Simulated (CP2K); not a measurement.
The system is SiC (Moissanite 6H).

```
Si C
1.0
     3.09500    0.00000    0.00000
    -1.54750    2.68035    0.00000
     0.00000    0.00000   15.17000
Si C
6 6
Direct
  0.66667 0.33333 0.45830
  0.33333 0.66667 0.95830
  0.66667 0.33333 0.79170
  0.33333 0.66667 0.29170
  0.00000 0.00000 0.62500
  0.00000 0.00000 0.12500
  0.66667 0.33333 0.33330
  0.33333 0.66667 0.83330
  0.66667 0.33333 0.66670
  0.33333 0.66667 0.16670
  0.00000 0.00000 0.50000
  0.00000 0.00000 0.00000
```

Base run:

- Program: CP2K 2026.2
- Functional: BLYP
- Potentials or basis: POTENTIAL_UZH Si GTH-PBE-q4, C GTH-PBE-q4; DZVP-MOLOPT-PBE-GTH basis
- Density cutoff: 9184 eV
- k mesh: 8 × 8 × 2
- Occupations: fermi-dirac, width 0.05 eV
- Spin: no spin polarisation

Its results: band gap on the k mesh 2.55 eV, indirect (least direct gap 3.63 eV); pressure 3.0 GPa; largest force 0.148 eV/Å.

Q: The run is repeated on the same cell with these changes: functional from BLYP to PBE. What comes out?

A: Band gap on the k mesh 2.26 eV, indirect (least direct gap 3.35 eV); pressure -0.4 GPa; largest force 0.141 eV/Å.

PBE binds more tightly than BLYP, so the same cell stands under less pressure.

Caveats: the basis of atomic orbitals isn't converged, which shifts pressures, moduli and gaps; the potentials were made for another functional, which shifts forces and pressure (some runs).

Not every run made on this cell is shown here.
